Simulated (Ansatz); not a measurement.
## All-electron card of In

```
In
1.0
    -1.62615    1.62615    2.47395
     1.62615   -1.62615    2.47395
     1.62615    1.62615   -2.47395
In
1
Direct
  0.00000 0.00000 0.00000
```

Conventional cell: a = 3.252 Å, b = 3.252 Å, c = 4.948 Å, α = 90.00°, β = 90.00°, γ = 90.00°. In (atom 1) is surrounded by 12 In at 3.25 to 3.38 Å.

The cell comes from COD entry 9017523, which wasn't checked; take it as a given geometry.

Spin–orbit coupling is left out, though it moves levels of the heavy atoms by tenths of an eV or more.

The calculation used Ansatz 0.2.0, DFT, LDA, all-electron LAPW, scalar-relativistic.

Numerical set-up: a Γ-centred 14×14×14 k mesh, Fermi–Dirac smearing of 0.05 eV, basis error target 0.5 meV/atom, no spin polarisation.

| Item | Value |
| --- | --- |
| Band gap | none: with an odd electron count and no spin polarisation the bands can't all be full, a metal in this set-up (spin order or a larger cell could open a gap) |
| Volume per atom | 26.17 Å³ |

Pressure at this cell: what does the calculation give?

-2.67 GPa.

Predict this quantity. Density of states at the Fermi level (0.2 eV bin).

0.39 states/eV per cell.

Predict this quantity. Stress xx, yy, zz (compression positive).

-2.81, -2.81, -2.39 GPa.
